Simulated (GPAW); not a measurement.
The system is HfN.

```
CELL_PARAMETERS angstrom
0.00000 2.45482 2.45482
2.45482 0.00000 2.45482
2.45482 2.45482 0.00000
ATOMIC_POSITIONS crystal
Hf 0.00000 0.00000 0.00000
N 0.25000 0.25000 0.25000
```

The cell comes from a database or a generator and needn't be the stable form of this composition.

```yaml
Program: GPAW 26.7.0
Task: relaxation of cell and atoms
Functional: PBEsol
Dispersion: D3
Potentials_or_basis: PAW data sets generated in the run's folder for this functional
Cutoff: 800 eV
Basis: pw
k_mesh: 9 × 9 × 9
Occupations: fermi-dirac, width 0.05 eV
Spin: no spin polarisation
```

At the start: pressure -7.1 GPa; volume 14.79 Å³/atom.

How do energy, volume and symmetry change on relaxing?

Over 3 steps the energy falls by 10.5 meV/atom and the volume is 14.26 Å³/atom (-3.6 %); space group F-43m (No. 216, to 0.05 Å).

The path:
| step | energy change (eV) | largest force (eV/Å) | pressure (GPa) | volume (Å³) |
| --- | --- | --- | --- | --- |
| 1 | 0.0000 | 0.0000 | -7.08 | 29.59 |
| 2 | -0.0137 | 0.0000 | -4.45 | 29.17 |
| 3 | -0.0210 | 0.0000 | 0.19 | 28.52 |

Final structure:
```xyz
2
Lattice="0.0000 2.4249 2.4249 2.4249 0.0000 2.4249 2.4249 2.4249 0.0000" Properties=species:S:1:pos:R:3 pbc="T T T"
Hf    0.0000    0.0000    0.0000
N     1.2124    1.2124    1.2124
```

Caveat: later steps reuse the first step's grids; pairwise dispersion overbinds metals, which lowers pressure and volume.
